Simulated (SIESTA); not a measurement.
Runs of SIESTA 5.4.2 on Cu. Symmetry: Fm-3m, No. 225, cubic system. Conventional cell: a = 3.615 Å, b = 3.615 Å, c = 3.615 Å, α = 90.00°, β = 90.00°, γ = 90.00°. Cu (site symmetry m-3m) has 12 Cu at 2.56 Å as nearest neighbours. 

```csv
task,level,potentials or basis,cell,optimiser,force tolerance,energy shift,gap on the mesh (eV),pressure (GPa)
band structure,vdW-DF2,"PseudoDojo 0.4 standard (PBE files), DZP (energy shift 0.002 Ry)",as given,-,-,0.002 Ry,none,13.3
relaxation of cell and atoms,PBE,"PseudoDojo 0.4 standard (PBE files), TZDP (energy shift 0.002 Ry)",relaxed,CG,0.02 eV/Å,0.002 Ry,none,0.0
band structure,PBEsol,"PseudoDojo 0.4 standard (PBEsol files), DZP (energy shift 0.002 Ry)",as given,-,-,0.002 Ry,none,-7.8
band structure,vdW-DF-cx,"PseudoDojo 0.4 standard (PBE files), DZP (energy shift 0.002 Ry)",as given,-,-,0.002 Ry,none,(a)
```

Alike in all rows: no spin polarisation; k mesh 13 × 13 × 13; smearing fermi-dirac 0.05 eV; grid cutoff 800 Ry.

Fill in the values left out.

(a) -5.4.

Caveats: semicore shells carry a single zeta, which can move pressures by several GPa and volumes by a few percent; the basis of atomic orbitals isn't converged, which shifts pressures, moduli and gaps; the potentials were made for another functional, which shifts forces and pressure (some runs); the real-space grid breaks the cell's symmetry a little (some runs).

A k mesh can miss the band edges.

A gap of «none» marks a metal or a gap under the smearing width.

Not every run made on this cell is shown here.
